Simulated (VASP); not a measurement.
# CdSe in VASP: one cell, several levels of theory, part 2 of 3

VASP 6.6.1, plane waves, PAW. The steps go on from the part before.

## (3) r2SCAN

The input, INCAR:

```
ENCUT = 520.000000
SIGMA = 0.010000
EDIFF = 1.00e-07
ALGO = Normal
METAGGA = R2SCAN
PREC = Accurate
IBRION = -1
ISIF = 2
ISMEAR = 0
NBANDS = 16
NELM = 120
NSW = 0
LASPH = .TRUE.
LCHARG = .FALSE.
LWAVE = .FALSE.
LREAL = .FALSE.
```

The input, KPOINTS:

```
KPOINTS created by Atomic Simulation Environment
0
Gamma
8 8 8
0 0 0
```

The input, KPOINTS_OPT:

```
special points
6
Reciprocal
0.0000000000 0.0000000000 0.0000000000 1
0.5000000000 0.0000000000 0.5000000000 1
0.5000000000 0.2500000000 0.7500000000 1
0.3750000000 0.3750000000 0.7500000000 1
0.5000000000 0.5000000000 0.5000000000 1
0.6250000000 0.2500000000 0.6250000000 1
```

The input, POSCAR:

```
Cd Se
 1.0000000000000000
    -0.0000000000000000    3.0677809653893693    3.0677809653893693
     3.0677809653893693    0.0000000000000000    3.0677809653893693
     3.0677809653893693    3.0677809653893693    0.0000000000000000
 Cd  Se
   1   1
Cartesian
  0.0000000000000000  0.0000000000000000  0.0000000000000000
  1.5338904826946846  1.5338904826946846  1.5338904826946846
```

Command:

```
> mpirun -np 1 vasp_std
```

Standard output, without the iteration lines:

```text
POSCAR found type information on POSCAR CdSe
 POSCAR found :  2 types and       2 ions
 -----------------------------------------------------------------------------
|                                                                             |
|                                                                             |
|     You enforced a specific xc type in the INCAR file but a different       |
|     I HOPE YOU KNOW WHAT YOU ARE DOING!                                     |
|                                                                             |
 -----------------------------------------------------------------------------

 LDA part: xc-table for (None), standard interpolation
 POSCAR, INCAR and KPOINTS ok, starting setup
 FFT: planning ... GRIDC
 FFT: planning ... GRID_SOFT
 FFT: planning ... GRID
 WAVECAR not read
 entering main loop
 Start KPOINTS_OPT (optional k-point list driver)
k-point batch [1-6\6]
```

OSZICAR:

```text
N       E                     dE             d eps       ncg     rms          rms(c)
DAV:   1     0.741986099196E+02    0.74199E+02   -0.88919E+03   952   0.102E+03
DAV:   2    -0.366687327128E+02   -0.11087E+03   -0.10471E+03  1168   0.252E+02
DAV:   3    -0.407858586406E+02   -0.41171E+01   -0.41112E+01  1080   0.508E+01
DAV:   4    -0.408024511704E+02   -0.16593E-01   -0.16592E-01  1208   0.328E+00
DAV:   5    -0.408025624359E+02   -0.11127E-03   -0.11126E-03  1096   0.233E-01    0.560E+00
DAV:   6    -0.359345469748E+02    0.48680E+01   -0.30441E+00   968   0.236E+01    0.733E+00
DAV:   7    -0.359005055997E+02    0.34041E-01   -0.21747E-01  1112   0.470E+00    0.430E+00
DAV:   8    -0.359115311849E+02   -0.11026E-01   -0.73502E-02  1128   0.279E+00    0.815E-01
DAV:   9    -0.359158547580E+02   -0.43236E-02   -0.71212E-03  1160   0.667E-01    0.219E-01
DAV:  10    -0.359158786970E+02   -0.23939E-04   -0.22622E-03  1208   0.463E-01    0.121E-01
DAV:  11    -0.359158271868E+02    0.51510E-04   -0.12129E-04  1040   0.154E-01    0.599E-02
DAV:  12    -0.359158195448E+02    0.76420E-05   -0.15744E-04  1136   0.149E-01    0.215E-02
DAV:  13    -0.359158167110E+02    0.28339E-05   -0.67530E-06  1040   0.381E-02    0.495E-03
DAV:  14    -0.359158161238E+02    0.58722E-06   -0.10840E-06  1120   0.122E-02    0.133E-03
DAV:  15    -0.359158161574E+02   -0.33667E-07   -0.89937E-08   632   0.411E-03
   1 F= -.35915816E+02 E0= -.35915816E+02  d E =-.556775E-55
       N       E                     dE             ncg
DAV:   1     0.108333432264E+04   -0.30884E+04      200
DAV:   2     0.441524981918E+03   -0.64181E+03      232
DAV:   3     0.417924735852E+03   -0.23600E+02      248
DAV:   4     0.417837967234E+03   -0.86769E-01      240
DAV:   5     0.417837270792E+03   -0.69644E-03      256
DAV:   6     0.417837260621E+03   -0.10171E-04      224
DAV:   7     0.417837260443E+03   -0.17835E-06      248
DAV:   8     0.417837260439E+03   -0.36136E-08      184
```

Parts of OUTCAR:

```text
k-points           NKPTS =     29   k-points in BZ     NKDIM =     29   number of bands    NBANDS=     16

   NELECT =      18.0000    total number of electrons

   dimension x,y,z NGX =    32 NGY =   32 NGZ =   32
   dimension x,y,z NGXF=    64 NGYF=   64 NGZF=   64

  energy-cutoff  :      520.00
  volume of cell :       57.74
      direct lattice vectors                 reciprocal lattice vectors
     0.000000000  3.067780965  3.067780965    -0.162984257  0.162984257  0.162984257
     3.067780965  0.000000000  3.067780965     0.162984257 -0.162984257  0.162984257
     3.067780965  3.067780965  0.000000000     0.162984257  0.162984257 -0.162984257

 k-points in reciprocal lattice and weights: KPOINTS created by Atomic Simulation Env
   0.00000000  0.00000000  0.00000000       0.002
   0.12500000  0.00000000  0.00000000       0.016
   0.25000000  0.00000000  0.00000000       0.016
   0.37500000  0.00000000  0.00000000       0.016
   0.50000000  0.00000000  0.00000000       0.008
   0.12500000  0.12500000  0.00000000       0.012
   0.25000000  0.12500000  0.00000000       0.047
   0.37500000  0.12500000  0.00000000       0.047
[... 21 more k-points ...]

 E-fermi :   0.5463

 k-point     1 :       0.0000    0.0000    0.0000
  band No.  band energies     occupation
      1     -12.4332      2.00000
      2      -7.6444      2.00000
      3      -7.6444      2.00000
      4      -7.6444      2.00000
      5      -7.2717      2.00000
      6      -7.2717      2.00000
      7       0.4382      2.00000
      8       0.4382      2.00000
      9       0.4382      2.00000
     10       1.4655      0.00000
     11       6.9106      0.00000
     12       6.9106      0.00000
     13       6.9106      0.00000
     14      10.6431      0.00000
     15      12.0298      0.00000
     16      12.0298      0.00000

 k-point     2 :       0.1250    0.0000    0.0000
  band No.  band energies     occupation
      1     -12.3816      2.00000
      2      -7.6276      2.00000
      3      -7.6275      2.00000
      4      -7.5940      2.00000
      5      -7.2724      2.00000
      6      -7.2724      2.00000
      7      -0.6694      2.00000
      8       0.3187      2.00000
      9       0.3187      2.00000
     10       2.3854      0.00000
     11       6.6523      0.00000
     12       7.1113      0.00000
     13       7.1113      0.00000
     14      11.2405      0.00000
     15      11.2405      0.00000
     16      11.3900      0.00000

 k-point     3 :       0.2500    0.0000    0.0000
  band No.  band energies     occupation
      1     -12.2558      2.00000
      2      -7.5905      2.00000
      3      -7.5905      2.00000
      4      -7.4275      2.00000
      5      -7.2694      2.00000
      6      -7.2694      2.00000
      7      -2.1289      2.00000
      8       0.0529      2.00000
      9       0.0529      2.00000
     10       3.1374      0.00000
     11       6.8121      0.00000
     12       7.4109      0.00000
     13       7.4109      0.00000
     14      10.9730      0.00000
     15      11.0005      0.00000
     16      11.0005      0.00000

 k-point     4 :       0.3750    0.0000    0.0000
  band No.  band energies     occupation
      1     -12.1287      2.00000
      2      -7.5604      2.00000
      3      -7.5604      2.00000
      4      -7.2576      2.00000
      5      -7.2576      2.00000
      6      -7.1568      2.00000
      7      -3.3265      2.00000
      8      -0.1885      2.00000
      9      -0.1885      2.00000
     10       3.2804      0.00000
     11       7.4172      0.00000
     12       7.4172      0.00000
     13       7.6970      0.00000
     14      10.6842      0.00000
     15      11.9306      0.00000
     16      11.9306      0.00000

 k-point     5 :       0.5000    0.0000    0.0000
  band No.  band energies     occupation
      1     -12.0758      2.00000
      2      -7.5505      2.00000
      3      -7.5505      2.00000
      4      -7.2496      2.00000
      5      -7.2496      2.00000
      6      -6.9868      2.00000
      7      -3.8326      2.00000
      8      -0.2830      2.00000
      9      -0.2830      2.00000
     10       3.2643      0.00000
     11       7.3579      0.00000
     12       7.3579      0.00000
     13       8.1796      0.00000
     14      10.9342      0.00000
     15      13.1598      0.00000
     16      13.1598      0.00000

 k-point     6 :       0.1250    0.1250    0.0000
  band No.  band energies     occupation
      1     -12.3645      2.00000
      2      -7.6112      2.00000
      3      -7.6112      2.00000
      4      -7.5990      2.00000
      5      -7.2819      2.00000
      6      -7.2635      2.00000
      7      -0.6944      2.00000
      8       0.1157      2.00000
      9       0.1157      2.00000
     10       2.7197      0.00000
     11       6.1686      0.00000
     12       7.4027      0.00000
     13       7.4027      0.00000
     14      10.0689      0.00000
     15      11.8958      0.00000
     16      12.1714      0.00000

 k-point     7 :       0.2500    0.1250    0.0000
  band No.  band energies     occupation
      1     -12.2637      2.00000
      2      -7.5857      2.00000
      3      -7.5718      2.00000
      4      -7.4793      2.00000
      5      -7.2829      2.00000
      6      -7.2558      2.00000
      7      -1.7746      2.00000
      8      -0.1939      2.00000
      9      -0.1482      2.00000
     10       3.5249      0.00000
     11       5.9267      0.00000
     12       7.6278      0.00000
     13       7.8564      0.00000
     14       9.7083      0.00000
     15      11.9610      0.00000
     16      12.3707      0.00000

 k-point     8 :       0.3750    0.1250    0.0000
  band No.  band energies     occupation
      1     -12.1373      2.00000
      2      -7.5561      2.00000
      3      -7.5378      2.00000
      4      -7.3158      2.00000
      5      -7.2472      2.00000
      6      -7.1928      2.00000
      7      -2.9555      2.00000
      8      -0.4986      2.00000
      9      -0.4237      2.00000
     10       3.8726      0.00000
     11       6.4560      0.00000
     12       7.5518      0.00000
     13       7.9519      0.00000
     14      10.5876      0.00000
     15      11.9796      0.00000
     16      12.5432      0.00000

[... the tables of k-points 9 to 29 left out ...]

  Total        0.0677728      0.0677728      0.0677728      0.0000000     -0.0000000     -0.0000000
  in kB        1.8804546      1.8804546      1.8804546      0.0000000     -0.0000000     -0.0000000
  external PRESSURE =       1.8804546 kB  Pullay stress =       0.0000000 kB

 POSITION                                       TOTAL-FORCE (eV/Angst)
 -----------------------------------------------------------------------------------
      0.00000      0.00000      0.00000        -0.000000     -0.000000     -0.000000
      1.53389      1.53389      1.53389         0.000000      0.000000      0.000000
 -----------------------------------------------------------------------------------
    total drift:                               -0.000004     -0.000004     -0.000004

  FREE ENERGIE OF THE ION-ELECTRON SYSTEM (eV)
  ---------------------------------------------------
  free  energy   TOTEN  =       -35.9158161574 eV

  energy  without entropy=      -35.9158161574  energy(sigma->0) =      -35.91581616
```

Hardware: 1 MPI rank of Intel Xeon Platinum 8488C, shared host.

The levels at the points of KPOINTS_OPT are read from vasprun.xml.

Levels at the named points, in eV from the top of band v (v: the last filled band by count, c: the next):

```tsv
point	v−1	v	c	c+1
Γ	0.00	0.00	1.03	6.47
X	-1.80	-1.80	3.50	4.13
W	-2.18	-2.13	5.42	5.51
K	-2.45	-1.47	4.09	5.51
L	-0.72	-0.72	2.83	6.92
U	-2.45	-1.47	4.09	5.51
```

Gap with r2SCAN: 1.03 eV, direct (Γ). The pressure is 0.19 GPa; the forces vanish within 0.01 eV/Å.

## (4) LDA

The input, INCAR:

```
ENCUT = 520.000000
SIGMA = 0.010000
EDIFF = 1.00e-07
GGA = CA
PREC = Accurate
IBRION = -1
ISIF = 2
ISMEAR = 0
NBANDS = 16
NELM = 120
NSW = 0
LASPH = .TRUE.
LCHARG = .TRUE.
LELF = .TRUE.
LWAVE = .FALSE.
LREAL = .FALSE.
```

KPOINTS is that of step 3.

KPOINTS_OPT is that of step 3.

POSCAR is that of step 3.

Potentials: the recommended LDA PAW datasets, 18 valence electrons in the neutral cell.

Command:

```
> mpirun -np 1 vasp_std
```

Printed to the terminal (iteration lines stand in OSZICAR):

```text
POSCAR found type information on POSCAR CdSe
 POSCAR found :  2 types and       2 ions
 LDA part: xc-table for (Slater(with rela. corr.)+CA(PZ))
 , standard interpolation
 POSCAR, INCAR and KPOINTS ok, starting setup
 FFT: planning ... GRIDC
 FFT: planning ... GRID_SOFT
 FFT: planning ... GRID
 WAVECAR not read
 entering main loop
 Start KPOINTS_OPT (optional k-point list driver)
k-point batch [1-6\6]
```

OSZICAR:

```text
N       E                     dE             d eps       ncg     rms          rms(c)
DAV:   1     0.106770972647E+03    0.10677E+03   -0.87281E+03   952   0.999E+02
DAV:   2    -0.297815853229E+01   -0.10975E+03   -0.10360E+03  1168   0.249E+02
DAV:   3    -0.709034108874E+01   -0.41122E+01   -0.41060E+01  1072   0.498E+01
DAV:   4    -0.710871414201E+01   -0.18373E-01   -0.18372E-01  1216   0.336E+00
DAV:   5    -0.710883107130E+01   -0.11693E-03   -0.11693E-03  1080   0.228E-01    0.586E+00
DAV:   6    -0.676400659256E+01    0.34482E+00   -0.52541E-01  1376   0.889E+00    0.466E+00
DAV:   7    -0.673772580008E+01    0.26281E-01   -0.11030E-01  1136   0.232E+00    0.203E+00
DAV:   8    -0.673436306532E+01    0.33627E-02   -0.11305E-02  1088   0.130E+00    0.200E-01
DAV:   9    -0.673407917589E+01    0.28389E-03   -0.12273E-03  1152   0.467E-01    0.419E-02
DAV:  10    -0.673406766625E+01    0.11510E-04   -0.11209E-04  1104   0.143E-01    0.356E-02
DAV:  11    -0.673407307667E+01   -0.54104E-05   -0.17404E-05  1160   0.355E-02    0.137E-02
DAV:  12    -0.673407264629E+01    0.43037E-06   -0.10968E-06  1128   0.141E-02    0.566E-03
DAV:  13    -0.673407268789E+01   -0.41597E-07   -0.38799E-07  1096   0.412E-03
   1 F= -.67340727E+01 E0= -.67340727E+01  d E =-.589895E-26
       N       E                     dE             ncg
DAV:   1     0.110648915736E+04   -0.30653E+04      200
DAV:   2     0.474838352209E+03   -0.63165E+03      232
DAV:   3     0.451047663915E+03   -0.23791E+02      256
DAV:   4     0.450953145439E+03   -0.94518E-01      232
DAV:   5     0.450952469712E+03   -0.67573E-03      272
DAV:   6     0.450952460661E+03   -0.90507E-05      224
DAV:   7     0.450952460504E+03   -0.15719E-06      280
DAV:   8     0.450952460501E+03   -0.35757E-08      192
```

OUTCAR, selected sections:

```text
k-points           NKPTS =     29   k-points in BZ     NKDIM =     29   number of bands    NBANDS=     16

   NELECT =      18.0000    total number of electrons

   dimension x,y,z NGX =    32 NGY =   32 NGZ =   32
   dimension x,y,z NGXF=    64 NGYF=   64 NGZF=   64

  energy-cutoff  :      520.00
  volume of cell :       57.74
      direct lattice vectors                 reciprocal lattice vectors
     0.000000000  3.067780965  3.067780965    -0.162984257  0.162984257  0.162984257
     3.067780965  0.000000000  3.067780965     0.162984257 -0.162984257  0.162984257
     3.067780965  3.067780965  0.000000000     0.162984257  0.162984257 -0.162984257

 k-points in reciprocal lattice and weights: KPOINTS created by Atomic Simulation Env
   0.00000000  0.00000000  0.00000000       0.002
   0.12500000  0.00000000  0.00000000       0.016
   0.25000000  0.00000000  0.00000000       0.016
   0.37500000  0.00000000  0.00000000       0.016
   0.50000000  0.00000000  0.00000000       0.008
   0.12500000  0.12500000  0.00000000       0.012
   0.25000000  0.12500000  0.00000000       0.047
   0.37500000  0.12500000  0.00000000       0.047
[... 21 more k-points ...]

 E-fermi :   0.6724

 k-point     1 :       0.0000    0.0000    0.0000
  band No.  band energies     occupation
      1     -11.9011      2.00000
      2      -7.2622      2.00000
      3      -7.2622      2.00000
      4      -7.2622      2.00000
      5      -6.9103      2.00000
      6      -6.9103      2.00000
      7       0.6016      2.00000
      8       0.6016      2.00000
      9       0.6016      2.00000
     10       0.9111      0.00000
     11       6.3949      0.00000
     12       6.3949      0.00000
     13       6.3949      0.00000
     14       9.9893      0.00000
     15      11.6292      0.00000
     16      11.6292      0.00000

 k-point     2 :       0.1250    0.0000    0.0000
  band No.  band energies     occupation
      1     -11.8498      2.00000
      2      -7.2460      2.00000
      3      -7.2460      2.00000
      4      -7.2167      2.00000
      5      -6.9112      2.00000
      6      -6.9112      2.00000
      7      -0.6722      2.00000
      8       0.4797      2.00000
      9       0.4797      2.00000
     10       1.9825      0.00000
     11       6.1590      0.00000
     12       6.5925      0.00000
     13       6.5925      0.00000
     14      10.7303      0.00000
     15      10.8120      0.00000
     16      10.8120      0.00000

 k-point     3 :       0.2500    0.0000    0.0000
  band No.  band energies     occupation
      1     -11.7242      2.00000
      2      -7.2106      2.00000
      3      -7.2106      2.00000
      4      -7.0626      2.00000
      5      -6.9085      2.00000
      6      -6.9085      2.00000
      7      -2.0806      2.00000
      8       0.2111      2.00000
      9       0.2111      2.00000
     10       2.6631      0.00000
     11       6.3478      0.00000
     12       6.9041      0.00000
     13       6.9041      0.00000
     14      10.4262      0.00000
     15      10.5573      0.00000
     16      10.5573      0.00000

 k-point     4 :       0.3750    0.0000    0.0000
  band No.  band energies     occupation
      1     -11.5970      2.00000
      2      -7.1827      2.00000
      3      -7.1827      2.00000
      4      -6.8966      2.00000
      5      -6.8966      2.00000
      6      -6.8042      2.00000
      7      -3.2349      2.00000
      8      -0.0306      2.00000
      9      -0.0306      2.00000
     10       2.7804      0.00000
     11       6.9494      0.00000
     12       6.9494      0.00000
     13       7.2282      0.00000
     14      10.1202      0.00000
     15      11.4094      0.00000
     16      11.4094      0.00000

 k-point     5 :       0.5000    0.0000    0.0000
  band No.  band energies     occupation
      1     -11.5441      2.00000
      2      -7.1738      2.00000
      3      -7.1738      2.00000
      4      -6.8884      2.00000
      5      -6.8884      2.00000
      6      -6.6379      2.00000
      7      -3.7267      2.00000
      8      -0.1247      2.00000
      9      -0.1247      2.00000
     10       2.7628      0.00000
     11       6.9079      0.00000
     12       6.9079      0.00000
     13       7.7196      0.00000
     14      10.3084      0.00000
     15      12.5667      0.00000
     16      12.5667      0.00000

 k-point     6 :       0.1250    0.1250    0.0000
  band No.  band energies     occupation
      1     -11.8327      2.00000
      2      -7.2303      2.00000
      3      -7.2303      2.00000
      4      -7.2222      2.00000
      5      -6.9211      2.00000
      6      -6.9022      2.00000
      7      -0.7203      2.00000
      8       0.2722      2.00000
      9       0.2722      2.00000
     10       2.3476      0.00000
     11       5.6803      0.00000
     12       6.8783      0.00000
     13       6.8783      0.00000
     14       9.6409      0.00000
     15      11.2184      0.00000
     16      11.7651      0.00000

 k-point     7 :       0.2500    0.1250    0.0000
  band No.  band energies     occupation
      1     -11.7321      2.00000
      2      -7.2067      2.00000
      3      -7.1927      2.00000
      4      -7.1113      2.00000
      5      -6.9229      2.00000
      6      -6.8947      2.00000
      7      -1.7492      2.00000
      8      -0.0397      2.00000
      9      -0.0091      2.00000
     10       3.1004      0.00000
     11       5.4678      0.00000
     12       7.1275      0.00000
     13       7.3276      0.00000
     14       9.2577      0.00000
     15      11.5165      0.00000
     16      11.7779      0.00000

 k-point     8 :       0.3750    0.1250    0.0000
  band No.  band energies     occupation
      1     -11.6057      2.00000
      2      -7.1790      2.00000
      3      -7.1607      2.00000
      4      -6.9560      2.00000
      5      -6.8861      2.00000
      6      -6.8373      2.00000
      7      -2.8791      2.00000
      8      -0.3716      2.00000
      9      -0.2684      2.00000
     10       3.4103      0.00000
     11       6.0189      0.00000
     12       7.0852      0.00000
     13       7.4549      0.00000
     14      10.0433      0.00000
     15      11.4253      0.00000
     16      12.0274      0.00000

[... the tables of k-points 9 to 29 left out ...]

  Total       -1.0043010     -1.0043010     -1.0043010      0.0000000     -0.0000000      0.0000000
  in kB      -27.8657939    -27.8657939    -27.8657939      0.0000000     -0.0000000      0.0000000
  external PRESSURE =     -27.8657939 kB  Pullay stress =       0.0000000 kB

 POSITION                                       TOTAL-FORCE (eV/Angst)
 -----------------------------------------------------------------------------------
      0.00000      0.00000      0.00000         0.000000      0.000000      0.000000
      1.53389      1.53389      1.53389        -0.000000     -0.000000     -0.000000
 -----------------------------------------------------------------------------------
    total drift:                               -0.000000     -0.000000      0.000000

  FREE ENERGIE OF THE ION-ELECTRON SYSTEM (eV)
  ---------------------------------------------------
  free  energy   TOTEN  =        -6.7340726879 eV

  energy  without entropy=       -6.7340726879  energy(sigma->0) =       -6.73407269
```

Hardware: 1 MPI rank of Intel Xeon Platinum 8488C, shared host.

The levels at the points of KPOINTS_OPT are read from vasprun.xml.

Band energies at the special points (eV, zero at the top of v, the last band that the electrons fill by count):

```tsv
point	v−1	v	c	c+1
Γ	0.00	0.00	0.31	5.79
X	-1.80	-1.80	2.98	3.58
W	-2.18	-2.16	4.81	5.05
K	-2.47	-1.47	3.53	4.96
L	-0.73	-0.73	2.16	6.31
U	-2.47	-1.47	3.53	4.96
```

LDA gives a direct gap of 0.31 eV at Γ. Pressure: -2.79 GPa; the forces vanish within 0.01 eV/Å.

(Continued in part 3 of 3.)
